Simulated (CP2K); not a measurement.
The system is PtS2.

```
Pt S
1.0
     3.54320    0.00000    0.00000
    -1.77160    3.06850    0.00000
     0.00000    0.00000    5.03880
Pt S
1 2
Direct
  0.00000 0.00000 0.00000
  0.66667 0.33333 0.77300
  0.33333 0.66667 0.22700
```

Program: CP2K 2026.2. Alike in all runs: task band structure; potentials or basis POTENTIAL_UZH Pt GTH-PBE-q18, S GTH-PBE-q6; TZVP-MOLOPT-PBE-GTH basis; no spin polarisation; cell as given; k mesh 9 × 9 × 5; smearing fermi-dirac 0.05 eV.

Problem. Order these runs on this cell by their pressure, lowest first.
A. level AM05
B. level optB88-vdW; cutoff of the non-local correlation (Ry) 300
C. level rev-vdW-DF2; cutoff of the non-local correlation (Ry) 300
D. level HLE17
E. level LDA

Solution. D (3.0 GPa), E (6.1 GPa), A (7.8 GPa), C (11.4 GPa), B (13.6 GPa).

Caveats: the potentials were made for another functional, which shifts forces and pressure; the basis of atomic orbitals isn't converged, which shifts pressures, moduli and gaps; the potentials were made for a functional far from this one (some runs).
